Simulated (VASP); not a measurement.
**A VASP 6.6.1 single-point calculation on BeSe**

INCAR

```
LWAVE = .FALSE.
PREC = Accurate
NELM = 56
EDIFF = 1E-7
NSW = 0
ISMEAR = 1
ENCUT = 520
LREAL = .FALSE.
IBRION = -1
GGA = PE
NBANDS = 11
LCHARG = .FALSE.
SIGMA = 0.1
ADDGRID = .TRUE.
LASPH = .TRUE.
ISIF = 2
```

KPOINTS

```
KPOINTS created by Atomic Simulation Environment
0
Gamma
8 8 8
0 0 0
```

POSCAR

```
Be Se
 1.0000000000000000
     0.0000000000000000    2.5810353736999998    2.5810353736999998
     2.6455612580999999    0.0000000000000000    2.5810353736999998
     2.6455612580999999    2.5810353736999998    0.0000000000000000
 Be  Se
   1   1
Cartesian
  0.0000000000000000  0.0000000000000000  0.0000000000000000
  1.3227806290499999  1.2905176868499999  1.2905176868499999
```

The recommended PBE PAW datasets give the neutral cell 8 valence electrons.

Command

```
mpirun -np 1 vasp_std
```

Problem. Predict the outcome of this run.

Solution. It converged. Results: gap between bands v and c on the k mesh 2.60 eV; least direct gap on the k mesh 4.06 eV; pressure -1.0 GPa. Band v is the last that the valence electrons fill when counted band by band, and c is the next.

OSZICAR

```
N       E                     dE             d eps       ncg     rms          rms(c)
DAV:   1     0.223199875359E+02    0.22320E+02   -0.36909E+03  1298   0.612E+02
DAV:   2    -0.762070855823E+01   -0.29941E+02   -0.28710E+02  1716   0.107E+02
DAV:   3    -0.895039143574E+01   -0.13297E+01   -0.13270E+01  1676   0.234E+01
DAV:   4    -0.895636479390E+01   -0.59734E-02   -0.59728E-02  1519   0.179E+00
DAV:   5    -0.895638483315E+01   -0.20039E-04   -0.20039E-04  1668   0.106E-01    0.324E+00
DAV:   6    -0.888071559514E+01    0.75669E-01   -0.43941E-02  1494   0.106E+00    0.202E+00
DAV:   7    -0.885296597131E+01    0.27750E-01   -0.79996E-02  1559   0.146E+00    0.242E-01
DAV:   8    -0.885398698420E+01   -0.10210E-02   -0.21775E-03  1472   0.258E-01    0.740E-02
DAV:   9    -0.885423702128E+01   -0.25004E-03   -0.31576E-04  1607   0.111E-01    0.334E-02
DAV:  10    -0.885424126548E+01   -0.42442E-05   -0.14184E-05  1505   0.188E-02    0.112E-02
DAV:  11    -0.885424884876E+01   -0.75833E-05   -0.10493E-05  1520   0.188E-02    0.184E-03
DAV:  12    -0.885424890283E+01   -0.54070E-07   -0.31180E-07  1690   0.315E-03
   1 F= -.88542489E+01 E0= -.88542586E+01  d E =0.290260E-04
```

Standard output (part)

```
POSCAR found type information on POSCAR BeSe
 POSCAR found :  2 types and       2 ions
 LDA part: xc-table for (Slater+PW92), standard interpolation
 POSCAR, INCAR and KPOINTS ok, starting setup
 WAVECAR not read
 entering main loop
```

For comparison, a separate PBE run of the intended cell, on usual settings and not on those above, gives a gap of 2.60 eV on its mesh and a pressure of -1.0 GPa.
